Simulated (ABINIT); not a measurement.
# Mg (Im-3m) in ABINIT: notebook

One crystal, Mg, is run at these levels: PBEsol, AM05; tasks: single point.

All numbers are computed with ABINIT 10.8.3 (patched build); they aren't measurements. Logs are shortened: lines on timing, memory, paths and dates and some standing lists are left out, and cuts for length are marked. The log counts tension as positive stress, the text compression.

## Step 1: Starting point

It takes space group Im-3m (No. 229, cubic). Conventional cell: a = 3.546 Å, b = 3.546 Å, c = 3.546 Å, α = 90.00°, β = 90.00°, γ = 90.00°. Mg (site symmetry m-3m) has 8 Mg at 3.07 Å as nearest neighbours.

This isn't the form of Mg at room conditions, which is hcp.

## Step 2: Single point, PBEsol

Input file run.abi:

```
# Pseudopotentials
pp_dirpath "./"
pseudos "Mg.upf"

# Structure
acell 5.8024384174 5.8024384174 5.8024384174
rprim
    -0.5773502692     0.5773502692     0.5773502692
     0.5773502692    -0.5773502692     0.5773502692
     0.5773502692     0.5773502692    -0.5773502692
ntypat 1
znucl 12
natom 1
typat 1
xred
     0.0000000000     0.0000000000     0.0000000000

# Plane-wave basis
ecut 38.0

# k points
kptopt 1
ngkpt 8 8 8
nshiftk 1
shiftk 0.0 0.0 0.0

# Exchange and correlation
ixc -116133

# Bands and occupations
nband 9
occopt 3
tsmear 0.00183747

# SCF cycle
nstep 100
tolvrs 1.0e-10

# Output
iomode 3
prtwf 0
prtden 0
prteig 0
prtebands 0
enunit 1
```

Potentials or basis: PseudoDojo NC SR PBEsol v0.4.1 standard.

Command:

```sh
$ abinit run.abi > log 2>&1
```

run.abo:

```text
.Version 10.8.3 of ABINIT
 Symmetries : space group Im -3 m (#229); Bravais cI (body-center cubic)
================================================================================
 Values of the parameters that define the memory need of the present run
     intxc =       0    ionmov =       0      iscf =       7    lmnmax =       4
     lnmax =       4     mgfft =      36  mpssoang =       2    mqgrid =    3001
     natom =       1  nloc_mem =       1    nspden =       1   nspinor =       1
    nsppol =       1      nsym =      48    n1xccc =       0    ntypat =       1
    occopt =       3   xclevel =       2
       mpw =        1698          nfft =       46656          nkpt =          29
================================================================================
================================================================================

--------------------------------------------------------------------------------
------------- Echo of variables that govern the present computation ------------
--------------------------------------------------------------------------------
 -outvars: echo values of preprocessed input variables --------
            acell      5.8024384174E+00  5.8024384174E+00  5.8024384174E+00 Bohr
              amu      2.43050000E+01
             ecut      3.80000000E+01 Hartree
           enunit           1
              ixc     -116133
         kptrlatt        8    0    0      0    8    0      0    0    8
          kptrlen      4.64195073E+01
            natom           1
            nband           9
            ngfft          36      36      36
             nkpt          29
            nstep         100
             nsym          48
           ntypat           1
           occopt           3
           prtden           0
        prtebands           0
           prteig           0
            prtwf           0
            rprim     -5.7735026920E-01  5.7735026920E-01  5.7735026920E-01
                       5.7735026920E-01 -5.7735026920E-01  5.7735026920E-01
                       5.7735026920E-01  5.7735026920E-01 -5.7735026920E-01
          spgroup         229
           tolvrs      1.00000000E-10
           tsmear      1.83747000E-03 Hartree
            typat      1
            znucl       12.00000

================================================================================

 chkinp: Checking input parameters for consistency.

================================================================================
== DATASET  1 ==================================================================

--- !DatasetInfo
iteration_state: {dtset: 1, }
dimensions: {natom: 1, nkpt: 29, mband: 9, nsppol: 1, nspinor: 1, nspden: 1, mpw: 1698, }
cutoff_energies: {ecut:  38.0, pawecutdg:  -1.0, }
electrons: {nelect:   1.00000000E+01, charge:   0.00000000E+00, occopt:   3.00000000E+00, tsmear:   1.83747000E-03, }
meta: {optdriver: 0, ionmov: 0, optcell: 0, iscf: 7, paral_kgb: 0, }
...

 Real(R)+Recip(G) space primitive vectors, cartesian coordinates (Bohr,Bohr^-1):
 R(1)= -3.3500394  3.3500394  3.3500394  G(1)=  0.0000000  0.1492520  0.1492520
 R(2)=  3.3500394 -3.3500394  3.3500394  G(2)=  0.1492520  0.0000000  0.1492520
 R(3)=  3.3500394  3.3500394 -3.3500394  G(3)=  0.1492520  0.1492520  0.0000000
 Unit cell volume ucvol=  1.5038680E+02 bohr^3
 Angles (23,13,12)=  1.09471221E+02  1.09471221E+02  1.09471221E+02 degrees

 getcut: wavevector=  0.0000  0.0000  0.0000  ngfft=  36  36  36
         ecut(hartree)=     38.000   => boxcut(ratio)=   2.23581

 getcut : COMMENT -
  Note that boxcut > 2.2 ; recall that boxcut=Gcut(box)/Gcut(sphere) = 2
  is sufficient for exact treatment of convolution.
  Such a large boxcut is a waste : you could raise ecut
  e.g. ecut=   47.489072 Hartrees makes boxcut=2

--- Pseudopotential description ------------------------------------------------
- pspini: atom type   1  psp file is ./Mg.upf
12 -116133 1 -1 1510                          pspcod,pspxc,lmax,lloc,mmax
     nproj     2     2

   9.18226799E+01                                ecore*ucvol(ha*bohr**3)
--------------------------------------------------------------------------------

================================================================================

--- !BeginCycle
iteration_state: {dtset: 1, }
solver: {iscf: 7, nstep: 100, nline: 4, wfoptalg: 0, }
tolerances: {tolvrs: 1.00E-10, }
...

     iter   Etot(hartree)      deltaE(h)  residm     vres2
 ETOT  1  -59.292198789283    -5.929E+01 9.801E-02 2.347E+00
 ETOT  2  -59.304122013389    -1.192E-02 3.455E-03 2.357E-01
 ETOT  3  -59.304143091621    -2.108E-05 3.358E-04 1.627E-02
 ETOT  4  -59.304148196465    -5.105E-06 6.862E-05 7.590E-04
 ETOT  5  -59.304148259308    -6.284E-08 8.422E-06 9.664E-07
 ETOT  6  -59.304148259354    -4.582E-11 3.104E-06 6.003E-09
 ETOT  7  -59.304148259353     1.464E-12 7.190E-07 1.483E-10
 ETOT  8  -59.304148259352     8.384E-13 4.163E-07 1.440E-13

 At SCF step    8       vres2   =  1.44E-13 < tolvrs=  1.00E-10 =>converged.

 Cartesian components of stress tensor (hartree/bohr^3)
  sigma(1 1)=  1.99313229E-05  sigma(3 2)=  0.00000000E+00
  sigma(2 2)=  1.99313229E-05  sigma(3 1)=  0.00000000E+00
  sigma(3 3)=  1.99313229E-05  sigma(2 1)=  0.00000000E+00

--- !ResultsGS
iteration_state: {dtset: 1, }
comment   : Summary of ground state results
lattice_vectors:
- [ -3.3500394,   3.3500394,   3.3500394, ]
- [  3.3500394,  -3.3500394,   3.3500394, ]
- [  3.3500394,   3.3500394,  -3.3500394, ]
lattice_lengths: [   5.80244,    5.80244,    5.80244, ]
lattice_angles: [109.471, 109.471, 109.471, ] # degrees, (23, 13, 12)
lattice_volume:   1.5038680E+02
convergence: {deltae:  8.384E-13, res2:  1.440E-13, residm:  4.163E-07, diffor: null, }
etotal    :  -5.93041483E+01
entropy   :   0.00000000E+00
fermie    :   1.48705014E-01
cartesian_stress_tensor: # hartree/bohr^3
- [  1.99313229E-05,   0.00000000E+00,   0.00000000E+00, ]
- [  0.00000000E+00,   1.99313229E-05,   0.00000000E+00, ]
- [  0.00000000E+00,   0.00000000E+00,   1.99313229E-05, ]
pressure_GPa:  -5.8640E-01
xred      :
- [  0.0000E+00,   0.0000E+00,   0.0000E+00, Mg]
cartesian_forces: # hartree/bohr
- [ -0.00000000E+00,  -0.00000000E+00,  -0.00000000E+00, ]
force_length_stats: {min:   0.00000000E+00, max:   0.00000000E+00, mean:   0.00000000E+00, }
...

 Integrated electronic density in atomic spheres:
 ------------------------------------------------
 Atom  Sphere_radius  Integrated_density
    1        2.00000          8.30151732
================================================================================

 ----iterations are completed or convergence reached----

 Mean square residual over all n,k,spin=   26.099E-10; max=  41.633E-08
 reduced coordinates (array xred) for    1 atoms
       0.000000000000      0.000000000000      0.000000000000
 rms dE/dt=  0.0000E+00; max dE/dt=  0.0000E+00; dE/dt below (all hartree)
    1       0.000000000000      0.000000000000      0.000000000000

 cartesian coordinates (angstrom) at end:
    1      0.00000000000000     0.00000000000000     0.00000000000000

 cartesian forces (hartree/bohr) at end:
    1     -0.00000000000000    -0.00000000000000    -0.00000000000000
 frms,max,avg= 0.0000000E+00 0.0000000E+00   0.000E+00  0.000E+00  0.000E+00 h/b

 cartesian forces (eV/Angstrom) at end:
    1     -0.00000000000000    -0.00000000000000    -0.00000000000000
 frms,max,avg= 0.0000000E+00 0.0000000E+00   0.000E+00  0.000E+00  0.000E+00 e/A
 length scales=  5.802438417400  5.802438417400  5.802438417400 bohr
              =  3.070518176073  3.070518176073  3.070518176073 angstroms
 Fermi (or HOMO) energy (eV) =   4.04647   Average Vxc (eV)=  -8.87493
 Eigenvalues (   eV  ) for nkpt=  29  k points:
 kpt#   1, nband=  9, wtk=  0.00195, kpt=  0.0000  0.0000  0.0000 (reduced coord)
 -71.58077  -38.52326  -38.52326  -38.52326   -2.91694   17.47362   17.47362   17.47362
  19.49971
 prteigrs : prtvol=0 or 1, do not print more k-points.

--- !EnergyTerms
iteration_state     : {dtset: 1, }
comment             : Components of total free energy in Hartree
kinetic             :  3.38791002150871E+01
hartree             :  2.14808980390566E+01
xc                  : -7.78483541613252E+00
Ewald energy        : -2.71581393097501E+01
psp_core            :  6.10576710486630E-01
local_psp           : -6.22119061938497E+01
non_local_psp       : -1.81196945447267E+01
internal            : -5.93040004998287E+01
'-kT*entropy'       : -1.47759522958110E-04
total_energy        : -5.93041482593517E+01
total_energy_eV     : -1.61374808427414E+03
band_energy         : -1.36580787668931E+01
...

 Cartesian components of stress tensor (hartree/bohr^3)
  sigma(1 1)=  1.99313229E-05  sigma(3 2)=  0.00000000E+00
  sigma(2 2)=  1.99313229E-05  sigma(3 1)=  0.00000000E+00
  sigma(3 3)=  1.99313229E-05  sigma(2 1)=  0.00000000E+00

-Cartesian components of stress tensor (GPa)         [Pressure= -5.8640E-01 GPa]
- sigma(1 1)=  5.86399764E-01  sigma(3 2)=  0.00000000E+00
- sigma(2 2)=  5.86399764E-01  sigma(3 1)=  0.00000000E+00
- sigma(3 3)=  5.86399764E-01  sigma(2 1)=  0.00000000E+00

== END DATASET(S) ==============================================================
================================================================================

 -outvars: echo values of variables after computation  --------
            acell      5.8024384174E+00  5.8024384174E+00  5.8024384174E+00 Bohr
           etotal     -5.9304148259E+01
            fcart     -0.0000000000E+00 -0.0000000000E+00 -0.0000000000E+00
            rprim     -5.7735026920E-01  5.7735026920E-01  5.7735026920E-01
                       5.7735026920E-01 -5.7735026920E-01  5.7735026920E-01
                       5.7735026920E-01  5.7735026920E-01 -5.7735026920E-01
           strten      1.9931322874E-05  1.9931322874E-05  1.9931322874E-05
                       0.0000000000E+00  0.0000000000E+00  0.0000000000E+00
 Calculation completed.
```

Run time: 8.4 s. Hardware: 1 thread of Arm Neoverse V2, shared host; peak memory 0.07 GiB.

What came out:

```
Free energy                                           : -1613.7481 eV
Pressure                                              : -0.6 GPa
Band gap on the k mesh                                : none (metal or under the smearing width)
Valence electrons inside the program's atomic spheres : Mg 8.30 (radii [1.0584] Å)
```

Levels at points of the mesh, in eV from the Fermi level:
| k point | band 2 | band 3 | band 4 | band 5 | band 6 | band 7 | band 8 | band 9 |
| --- | --- | --- | --- | --- | --- | --- | --- | --- |
| (0.00, 0.00, 0.00) | -42.57 | -42.57 | -42.57 | -6.96 | 13.43 | 13.43 | 13.43 | 15.45 |
| (0.50, 0.00, 0.00) | -42.61 | -42.58 | -42.57 | -1.42 | -0.79 | 8.90 | 9.65 | 10.49 |
| (0.50, 0.50, 0.50) | -42.60 | -42.60 | -42.60 | 4.04 | 4.04 | 4.04 | 4.16 | 4.16 |

## Step 3: Single point, AM05 (cell squeezed)

Input file run.abi:

```
# Pseudopotentials
pp_dirpath "./"
pseudos "Mg.upf"

# Structure
acell 3*1.0
rprim
    -3.2582108705     3.2582108705     3.2582108705
     3.2582108705    -3.2582108705     3.2582108705
     3.2582108705     3.2582108705    -3.2582108705
ntypat 1
znucl 12
natom 1
typat 1
xred
     0.0000000000     0.0000000000     0.0000000000
chkprim 0
chksymtnons 0
tolsym 1.0e-6

# Plane-wave basis
ecut 38.0

# k points
kptopt 1
ngkpt 8 8 8
nshiftk 1
shiftk 0.0 0.0 0.0

# Exchange and correlation
ixc -120135

# Bands and occupations
nband 9
occopt 3
tsmear 0.05 eV

# SCF cycle
nstep 100
tolvrs 1.0e-10

# Output
iomode 3
prtwf 0
prteig 0
prtebands 0
enunit 2
prtden 1
prtvha 1
prtvclmb 1
prtpot 1
prtelf 1
```

Potentials or basis: PseudoDojo NC SR PBEsol v0.4 stringent.

Command:

```sh
$ abinit run.abi > log 2>&1
```

Run time: 7.5 s. Hardware: 1 thread of Arm Neoverse V1, shared host; peak memory 0.06 GiB.

The run converged. Its results:

| Item | Value |
| --- | --- |
| Free energy | -1612.3845 eV |
| Pressure | 3.2 GPa |
| Band gap on the k mesh | none (metal or under the smearing width) |
| Valence electrons inside the program's atomic spheres | Mg 8.31 (radii [1.0584] Å) |

Levels at points of the mesh, in eV from the Fermi level:
```
           k point  band 3  band 4  band 5  band 6  band 7  band 8
(0.00, 0.00, 0.00)  -42.37  -42.37   -7.33   14.05   14.05   14.05
(0.50, 0.00, 0.00)  -42.39  -42.37   -1.54   -0.76    9.23   10.39
(0.50, 0.50, 0.50)  -42.41  -42.41    4.17    4.17    4.33    4.33
```

Caveat: the potentials were made for another functional, which shifts forces and pressure.
